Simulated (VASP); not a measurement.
Crystal: ZnS (Wurtzite-4H).

```
Zn S
1.0
     3.82270    0.00000    0.00000
    -1.91135    3.31056    0.00000
     0.00000    0.00000   12.52000
Zn S
4 4
Direct
  0.66667 0.33333 0.75000
  0.33333 0.66667 0.25000
  0.00000 0.00000 0.50000
  0.00000 0.00000 0.00000
  0.66667 0.33333 0.93750
  0.33333 0.66667 0.43750
  0.00000 0.00000 0.68750
  0.00000 0.00000 0.18750
```

| Quantity | Value |
| --- | --- |
| Program | VASP 6.6.1 |
| Task | relaxation of cell and atoms |
| Functional | revPBE |
| Dispersion | D4 |
| Potentials or basis | VASP PAW PBE potentials, release 64 (Zn, S) |
| Cutoff | 600 eV |
| k mesh | 8 × 8 × 3 |
| Occupations | fermi-dirac, width 0.05 eV |
| Spin | no spin polarisation |

At the start: pressure -2.0 GPa; volume 19.81 Å³/atom.

Task: How do energy, volume and symmetry change on relaxing?

Result: Over 5 steps the energy falls by 3.4 meV/atom and the volume is 19.28 Å³/atom (-2.6 %); space group P6_3mc (No. 186, to 0.05 Å).

The path:
| step | energy change (eV) | largest force (eV/Å) | pressure (GPa) | volume (Å³) |
| --- | --- | --- | --- | --- |
| 1 | 0.0000 | 0.0448 | -2.01 | 158.44 |
| 2 | -0.0245 | 0.0180 | 0.68 | 152.82 |
| 3 | -0.0273 | 0.0252 | 0.01 | 154.17 |
| 4 | -0.0273 | 0.0256 | -0.04 | 154.25 |
| 5 | -0.0273 | 0.0110 | -0.04 | 154.25 |

Final structure:
```
Zn S
1.0
     3.78937    0.00000    0.00000
    -1.89468    3.28169    0.00000
     0.00000    0.00000   12.40420
Zn S
4 4
Direct
  0.66667 0.33333 0.75003
  0.33333 0.66667 0.25003
  0.00000 0.00000 0.50011
  0.00000 0.00000 0.00011
  0.66667 0.33333 0.93758
  0.33333 0.66667 0.43758
  0.00000 0.00000 0.68728
  0.00000 0.00000 0.18728
```

Caveat: the PAW data sets were made with another functional, which shifts forces and pressure a little.
